**Is the deepest valence band of diamond really an "s band"?**

I am trying to understand these r2SCAN levels of diamond.

ABINIT 10.8.3, r2SCAN with JTH PAW LDA v2.0 datasets: valence levels of diamond on a 13×13×13 k mesh, plane-wave cutoff 653 eV, no spin-orbit coupling. Levels are counted from the valence top and numbered downwards from the gap; the third reciprocal coordinate of every point is 0.

```csv
point a (reciprocal cell vector),point b (reciprocal cell vector),level point (row),level under 4 (eV),level under 3 (eV),level under 2 (eV),level under 1 (eV)
0.0000,0.0000,1,-22.666,0.000,0.000,0.000
0.2308,0.0000,2,-21.136,-6.290,-1.679,-1.679
0.4615,0.0000,3,-17.056,-13.604,-2.930,-2.930
0.1538,0.1538,4,-21.755,-2.441,-2.441,-2.106
0.2308,0.2308,5,-20.627,-4.260,-3.994,-3.994
0.3077,0.3077,6,-19.072,-6.794,-5.253,-5.253
0.4615,0.4615,7,-14.816,-12.242,-6.568,-6.568
```

The column "level under 4" is the lowest valence level, in eV from the valence top. "Point a" and "point b" are the coordinates of the wave vector along two reciprocal cell vectors. Level points 1 to 3 run from the zone centre Γ towards L, and points 1 and 4 to 7 run from Γ towards X. The level climbs by almost 8 eV on the way to X.

My explanation is that carbon 2s electrons hop between neighbouring atoms, which spreads the atomic level into a band. A colleague says that the climb is simply the kinetic energy of a nearly free electron. That sounds absurd for a hard insulator full of covalent bonds. Can the levels decide between us?

**Answer**

They can, provided you compare the two directions. Each of you starts from a sound limit. With the atoms far apart, the band is a flat 2s level, and hopping gives it width as they approach. With the potential smoothed away, the electron is a plane wave of energy $\hbar^2k^2/2m$, where $k$ is the length of the wave vector. Close to Γ both pictures give a rise proportional to $k^2$, equal in all directions of a cubic crystal, so the decision has to come from farther out.

Your picture, with one s orbital per atom and hopping to the four nearest neighbours only, makes a strict prediction. Let $\mathbf d_j$ be the vectors from an atom to those neighbours, and $t$ the strength of a hop. The rise above Γ is then

$$\Delta E = 4t\,(1-g),\qquad g=\left|\tfrac14\sum_j e^{i\mathbf k\cdot\mathbf d_j}\right| .$$

Here $g$ measures how well the four neighbours stay in phase. Two wave vectors with the same $g$ must have the same energy, whatever their direction and whatever the value of $t$.

Level points 3 and 6 nearly meet that condition, with $g$ = 0.51 and 0.57. Yet the level has risen by 5.6 eV at the first and by only 3.6 eV at the second. The small difference in $g$ does not cover this: interpolating along the X line to the $g$ of point 3 gives 4.1 eV. Hopping of s electrons between nearest neighbours therefore fails by about 1.5 eV. It is tempting because along the X line alone it looks much like a parabola.

Your colleague's picture says that equal $k^2$ should mean equal energy. Interpolating along the X line to the $k^2$ of point 3 gives 5.9 eV, much closer to the computed 5.6 eV. The length of the wave vector thus carries over from one direction to the other far better than the phases of the neighbours do.

The estimate for point 3 can be made by hand. The cubic cell holds eight atoms of 5.67 Å$^3$ each, so its edge is $a$ = 3.57 Å. Towards L, $k=\sqrt3\times0.4615\times2\pi/a$ = 1.41 Å$^{-1}$. With $\hbar^2/2m$ of roughly 3.8 eV Å$^2$,

$$\frac{\hbar^2k^2}{2m}\approx 3.8\times1.41^2\approx 7.6\ \text{eV}.$$

That is about 2 eV too high, so a truly free electron is not the answer either. One common factor of 0.77, fitted to the six points away from Γ, brings the estimate down to 5.8 eV, about 4 % above the computed rise. Point 3 was part of that fit. Over the same six points the scaled parabola has a typical error of 0.12 eV, against 0.51 eV for the hopping law with its own fitted constant; the output below gives both fits.

Theory explains why the factor is below one. As $k$ grows, the lowest valence state mixes with states above it, and such mixing pushes the lower partner down. The push also grows as $k^2$ near Γ, so the band keeps its parabolic shape but rises more slowly, as if the electron were heavier. This argument gives the direction of the change, not the value 0.77. Nor is the factor quite constant: the computed rise is 0.81 of the free one at point 4, the nearest to Γ, but 0.74 of it at point 3. The atomic datasets were made for LDA rather than r2SCAN, and the run warns that their spheres overlap slightly. The effect of either on the levels is untested.

The crystal shows itself more plainly at the zone boundary. A useful analogy is an electron on a line of weak, evenly spaced scatterers. At the boundary, a wave and its reflection combine into two standing waves, one with its charge on the scatterers and one with its charge between them, and their energies split. Diamond's potential is neither weak nor one-dimensional, so the analogy tells us where to look for a splitting, not how large it is.

The columns "level under 4" and "level under 3" hold such a pair at points 3 and 7, which lie just short of L and X. Near L the two levels are 3.5 eV apart, where free waves would be 2.7 eV apart. Near X they are 2.6 eV apart, where free waves would be 3.6 eV apart. The pair is pushed apart near L, while near X it is closer together than even free waves would be.

The difference between L and X comes from the position of the two atoms in the primitive cell. For the wave and its reflection at L, the two atoms scatter a quarter of a period out of step, so their effects partly add. At X they scatter half a period out of step and cancel, and the symmetry of diamond makes the two levels meet exactly there. This removes the push at X, but does not by itself bring the pair closer than free waves. Mixing with other states, which already slows the rise from Γ, is a likely reason for that, not tested here. The push near L also has the right sign to explain why point 3 lies slightly below the scaled parabola.

None of this conflicts with covalent bonds. In a filled set of bands, the spread-out waves can be recombined into orbitals localised on the bonds, with the same total density and energy. Atomic orbitals are not ruled out as a description either. Away from Γ the lowest state may take in p character, and orbitals also overlap beyond nearest neighbours. A model with both can follow the band, though my guess that the p character matters more is not tested here.

The table covers only two directions. As a first guess for another direction in diamond, start from $0.77\,\hbar^2k^2/2m$, then ask whether the two atoms scatter in or out of step at the boundary you approach. The same reasoning covers a crystal with this arrangement but two different elements, such as cubic boron nitride. There the cancellation at X is incomplete, and the two lowest levels stay apart.

Numerical output:

```
Rise of the lowest level above its value at gamma:
     row  rise_eV  free_electron_eV  neighbour_phase_g
     0.0        0                 0                  1
  0.2308     1.53              1.89             0.8186
  0.4615     5.61             7.555             0.5108
  0.1538    0.911             1.119             0.8855
  0.2308    2.039             2.519             0.7484
  0.3077    3.594             4.478              0.568
  0.4615     7.85             10.07             0.1207
fit of rise on 6 rows (tfree > 0.1): coefficient of tfree 0.7725 +/- 0.0097; rms 0.122, worst 0.4615 0.226, leave-one-out rms 0.166
  rows outside the fit (model, value, miss): 0.0 0, 0, 0
fit of rise on 6 rows (tfree > 0.1): coefficient of hopshape 9.243 +/- 0.49; rms 0.508, worst 0.4615 -1.09, leave-one-out rms 0.657
  rows outside the fit (model, value, miss): 0.0 0, 0, 0
Row 3, rise computed (eV): 5.61
Row 3, rise read from the X line at equal g (eV): 4.139
Row 3, rise read from the X line at equal k squared (eV): 5.934
Row 2, rise computed (eV): 1.53
Row 2, rise read from the X line at equal g (eV): 1.462
Row 2, rise read from the X line at equal k squared (eV): 1.532
Largest excess of the unscaled free-electron rise (eV): 2.223
Near L (row 3), distance of the two lowest levels, computed (eV): 3.452
Near L (row 3), the same distance for free waves (eV): 2.731
Near X (row 7), distance of the two lowest levels, computed (eV): 2.574
Near X (row 7), the same distance for free waves (eV): 3.642
```
